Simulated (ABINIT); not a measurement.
The system is Pb.

```
CELL_PARAMETERS angstrom
0.00000 2.47502 2.47502
2.47502 0.00000 2.47502
2.47502 2.47502 0.00000
ATOMIC_POSITIONS crystal
Pb 0.00000 0.00000 0.00000
```

Base run:

| Property | Result |
| --- | --- |
| Program | ABINIT 10.8.3 (patched build) |
| Functional | revPBE |
| Potentials or basis | JTH PAW PBE v2.0 |
| Cutoff | 707 eV |
| k mesh | 9 × 9 × 9 |
| Occupations | fermi-dirac, width 0.05 eV |
| Spin | no spin polarisation |

Its results: band gap on the k mesh none (metal or under the smearing width); pressure 3.0 GPa.

Problem. After a change of settings the same cell gave: band gap on the k mesh none (metal or under the smearing width); pressure 5.6 GPa. Which change was it?
A. functional from revPBE to BLYP
B. functional from revPBE to LDA
C. functional from revPBE to SCAN
D. functional from revPBE to PW91

Solution. A.

Caveats: the PAW data sets were made with another functional, which shifts forces and pressure a little.
